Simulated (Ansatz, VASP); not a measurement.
Two plane-wave programs on CdSe

File INCAR:

```
SYSTEM = CdSe
PREC = Accurate
ENCUT = 520
EDIFF = 1E-6
ISMEAR = 0
SIGMA = 0.15
LREAL = .FALSE.
LASPH = .TRUE.
NELM = 100
ALGO = Normal
ISIF = 2
LWAVE = .FALSE.
LCHARG = .FALSE.
NBANDS = 16
```

KPOINTS

```
regular mesh
0
G
  14 14 14
  0 0 0
```

POSCAR

```
CdSe
1.0
    0.0000000000      2.8739580000      2.8739580000
    2.8739580000      0.0000000000      2.8739580000
    2.8739580000      2.8739580000      0.0000000000
Cd Se
1 1
Direct
    0.0000000000      0.0000000000      0.0000000000
    0.5000000000      0.5000000000      0.5000000000
```

Input for Ansatz:

```yaml
crystal:
  lattice:
    - [0.0, 2.873958, 2.873958]
    - [2.873958, 0.0, 2.873958]
    - [2.873958, 2.873958, 0.0]
  atoms:
    - { symbol: Cd, position: [0.0, 0.0, 0.0] }
    - { symbol: Se, position: [0.5, 0.5, 0.5] }
basis:
  ecutwfc: 420
kpoints:
  mp_grid: { grid: [14, 14, 14] }
hamiltonian:
  xc: lda
scf:
  occupations: { method: gaussian, width: 0.15 }
output:
  forces: true
  stress: true
  eigenvalues: true
```

Measurements of this composition are mostly on another form, of space group No. 186.

Alike in both runs: task single point; functional LDA; k mesh 14 × 14 × 14; occupations gaussian, width 0.15 eV; no spin polarisation.

|  | VASP | Ansatz |
| --- | --- | --- |
| version | VASP 6.6.1 | Ansatz 0.2.0 |
| potentials or method | VASP PAW LDA potentials, release 64 (Cd, Se) | scalar-relativistic, plane waves, PAW |
| plane-wave cutoff (eV) | 520 | 420 |
| valence electrons in the cell | 18 | 36 |

|  | VASP | Ansatz | Ansatz less VASP |
| --- | --- | --- | --- |
| gap on the k mesh at the Fermi level (eV) | none | none | - |
| pressure (GPa) | -5.6 | -6.1 | -0.42 |

A gap of «none» marks a metal or a gap that the smearing closes. The two sets of potentials don't hold the same shells in valence.
